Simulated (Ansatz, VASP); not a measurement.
# Two plane-wave programs on Zr3H

```
Zr H
1.0
     5.61388    0.00000    0.00000
    -2.80694    4.86176    0.00000
     0.00000    0.00000    5.23806
Zr H
6 2
Direct
  0.33804 0.00000 0.25000
  0.33804 0.33804 0.75000
  0.00000 0.33804 0.25000
  0.66196 0.00000 0.75000
  0.66196 0.66196 0.25000
  0.00000 0.66196 0.75000
  0.00000 0.00000 0.00000
  0.00000 0.00000 0.50000
```

Change from the starting cell: species swapped into the Cs3O type (P6_3/mcm, No. 193).

Alike in both runs: functional PBE; k mesh 3 × 3 × 4; occupations gaussian, width 0.1 eV; no spin polarisation.

Ansatz relaxed the structure, and its values are those at the end. VASP's run is a single point on that final structure, the one shown.

|  | VASP | Ansatz |
| --- | --- | --- |
| version | VASP 6.6.1 | Ansatz 0.2.0 |
| potentials or method | VASP PAW PBE potentials, release 64 (Zr_sv, H) | scalar-relativistic, plane waves, PAW |
| plane-wave cutoff (eV) | 520 | 420 |
| valence electrons in the cell | 74 | 74 |

Ansatz gave:

* gap on the k mesh at the Fermi level (eV): none
* pressure (GPa): 0.0
* rms of the force components (eV/Å): 0.008

Q: What did VASP give for the same quantities?

A: gap on the k mesh at the Fermi level (eV): none; pressure (GPa): 0.0; rms of the force components (eV/Å): 0.009.

A gap of «none» marks a metal or a gap that the smearing closes. With one functional, cell and mesh, what is left measures potentials, basis and numerics.

Caveats: the k mesh is coarse (spacing up to 0.43 Å⁻¹), so the values aren't converged.
